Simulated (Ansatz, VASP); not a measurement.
## As: VASP beside Ansatz

```
As
1.0
     0.00000    1.75909    1.75909
     1.75909    0.00000    1.75909
     1.75909    1.75909    0.00000
As
1
Direct
  0.00000 0.00000 0.00000
```

Change from the starting cell: volume scaled by 0.6, LAPW.

Alike in both runs: task single point; functional LDA; k mesh 17 × 17 × 17; occupations fermi-dirac, width 0.1 eV; no spin polarisation.

|  | VASP | Ansatz |
| --- | --- | --- |
| version | VASP 6.6.1 | Ansatz 0.2.0 |
| potentials or method | VASP PAW LDA potentials, release 64 (As), cutoff 520 eV | all-electron LAPW, scalar-relativistic |

Ansatz gave:

| Quantity | Value |
| --- | --- |
| pressure (GPa) | 141.8 |

What did VASP give for the same quantities?

Pressure (GPa): 147.0.

Ansatz ran all-electron here, so the differences hold the error of VASP's frozen core and of both bases.

Caveats: the cell as given lies far from equilibrium; so large a pressure means that the cell lies far from this level's equilibrium, or that cutoff or potentials fall short (VASP).
